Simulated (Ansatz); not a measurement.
# Se: the cost of one run

Method: DFT LDA, scalar-relativistic, in Ansatz 0.2.0.

### Step 1. Starting point

It takes space group P3_121 (No. 152, trigonal). The conventional cell has a = 4.366 Å, b = 4.366 Å, c = 4.954 Å, α = 90.00°, β = 90.00°, γ = 120.00°. Se (site symmetry 2) has 2 Se at 2.37 Å in its first shell of neighbours.

Structure file:

```
CELL_PARAMETERS angstrom
4.36620 0.00000 0.00000
-2.18310 3.78124 0.00000
0.00000 0.00000 4.95360
ATOMIC_POSITIONS crystal
Se 0.22540 0.00000 0.33333
Se 0.00000 0.22540 0.66667
Se 0.77460 0.77460 0.00000
```

Atoms are numbered in the order of the input: Se1, Se2, Se3.

### Step 2. The deformed structure

Space group P3_121 before, P3_121 after.

### Step 3. LAPW, all electrons

The input, input.yaml:

```yaml
crystal:
  lattice:
    - [4.4535239479, 0.0, 0.0]
    - [-2.226761974, 3.8568648753, 0.0]
    - [0.0, 0.0, 4.9536]
  atoms:
    - { symbol: Se, position: [0.2254, 0.0, 0.3333333333] }
    - { symbol: Se, position: [0.0, 0.2254, 0.6666666667] }
    - { symbol: Se, position: [0.7746, 0.7746, 0.0] }
kpoints:
  mp_grid: { grid: [6, 6, 5] }
  band_path:
    path:
      - [0.0, 0.0, 0.0]
      - [0.5, 0.0, 0.0]
      - [0.3333333333, 0.3333333333, 0.0]
      - [0.0, 0.0, 0.0]
      - [0.0, 0.0, 0.5]
      - [0.5, 0.0, 0.5]
      - [0.3333333333, 0.3333333333, 0.5]
      - [0.0, 0.0, 0.5]
      - [0.5, 0.0, 0.5]
    npoints: 5
scf:
  occupations: { method: fermi_dirac, width: 0.03 }
hamiltonian:
  xc: lda
  pseudopotentials: { kind: all_electron, lapw: { basis_error: 0.0005 } }
output:
  forces: true
  stress: true
  eigenvalues: true
```

The run is started by

```sh
$ ansatz run input.yaml --threads 1 --pin off --max-ram 4096MiB --backend cpu --events-out ev --progress --plain --runs-dir out
```

What time and memory should one allow on 1 thread of Arm Neoverse V1, shared host?

About 71 s, with a peak of 0.38 GiB.
